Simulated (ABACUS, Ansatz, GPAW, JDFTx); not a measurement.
# Fitting the PBEsol energy curve of Ni

```cif
data_structure
_symmetry_space_group_name_H-M 'P 1'
_symmetry_Int_Tables_number 1
_cell_length_a 2.4573
_cell_length_b 2.4573
_cell_length_c 2.4573
_cell_angle_alpha 60.000
_cell_angle_beta 60.000
_cell_angle_gamma 60.000
_cell_volume 10.49
loop_
_atom_site_label
_atom_site_type_symbol
_atom_site_fract_x
_atom_site_fract_y
_atom_site_fract_z
_atom_site_occupancy
Ni1 Ni 0.00000 0.00000 0.00000 1
```

The cell was scaled at fixed shape and fractions and run with Ansatz, Ansatz PAW, cutoff 420 eV; PBEsol, k mesh 13 × 13 × 13 on the cell of 1 atom, fermi-dirac occupations of 0.05 eV, collinear spin, ferromagnetic start, no spin-orbit coupling. The potentials were made for PBE. Energies are those that the program minimises, any entropy of the smearing included. For a metal such a mesh isn't converged to the digits shown. The magnetic state is the one that the start led to, which needn't be the lowest.

| V (Å³/atom) | energy over the lowest row (meV/atom) |
| --- | --- |
| 9.8625 | 20.04 |
| 10.0723 | 6.36 |
| 10.2822 | 0.00 |
| 10.4920 | ? |
| 10.7019 | 6.03 |
| 10.9117 | 17.06 |
| 11.1215 | 32.65 |

**Question.** Fit the third-order Birch-Murnaghan form, give V0, B0 and B′, and predict the energy left open.

**Answer.** With y = (V0/V)^(2/3), E = E0 + (9 V0 B0/16) [(y - 1)³ B′ + (y - 1)² (6 - 4y)]. Least squares through the rows shown give V0 = 10.3816 Å³/atom, E0 = -0.71 meV, B0 = 231.7 GPa (1 eV/Å³ = 160.218 GPa) and B′ = 4.84, with a largest miss of 0.01 meV. At V = 10.4920 the form with these constants gives 0.12 meV; the run gave 0.12 meV an atom. Other set-ups at this level, from all their volumes (Å³/atom, GPa): ABACUS, PseudoDojo NC SR 0.4.1 PBEsol standard, plane waves: V0 10.381, B0 230.8; GPAW, PAW data sets generated for this functional: V0 10.523, B0 234.8; JDFTx, PseudoDojo-SR-PBEsol-0.4.1-standard: V0 10.387, B0 230.2; JDFTx, PseudoDojo-SR-PBEsol-0.4.1-standard with smoothed tails: V0 10.380, B0 230.8. Measured volume: 10.94 Å³/atom at 298 K (a printed reference work), so the fit lies -5.1 % from it. The runs are for a static lattice.
